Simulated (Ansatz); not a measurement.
## HgSe: single point with PBE

Crystal: HgSe.

```
CELL_PARAMETERS angstrom
0.00000 3.03900 3.03900
3.03900 0.00000 3.03900
3.03900 3.03900 0.00000
ATOMIC_POSITIONS crystal
Hg 0.00000 0.00000 0.00000
Se 0.75000 0.75000 0.75000
```

```yaml
Program: Ansatz 0.2.0
Task: single point
Functional: PBE
Potentials_or_basis: Ansatz PAW
Cutoff: "420 eV (not typed: the program's choice for these potentials)"
k_mesh: 8 × 8 × 8
Occupations: gaussian, width 0.028 eV
Spin: no spin polarisation
```

```json
{"Pressure": "4.7 GPa", "Band gap on the k mesh": "none (metal or under the smearing width)"}
```

Levels at points of the mesh, in eV from the Fermi level:
```
             k point  band 14  band 15  band 16  band 17  band 18  band 19  band 20  band 21  band 22
  (0.00, 0.00, 0.00)    -6.44    -6.44    -0.94    -0.01    -0.01    -0.01     5.49     5.49     5.49
 (0.00, 0.00, -0.50)    -6.39    -6.11    -5.53    -0.99    -0.99     1.11     6.26     6.26     6.99
(0.00, -0.50, -0.50)    -6.33    -6.07    -5.10    -2.32    -2.32     2.79     2.99     8.45     9.86
```

It took 3.4 s on 2 threads of Intel(R) Xeon(R) Processor @ 2.50GHz (Skylake/Cascade Lake), with other jobs on the host, peak memory 0.36 GiB.

The run has no spin-orbit coupling, so splittings on Hg are missing.
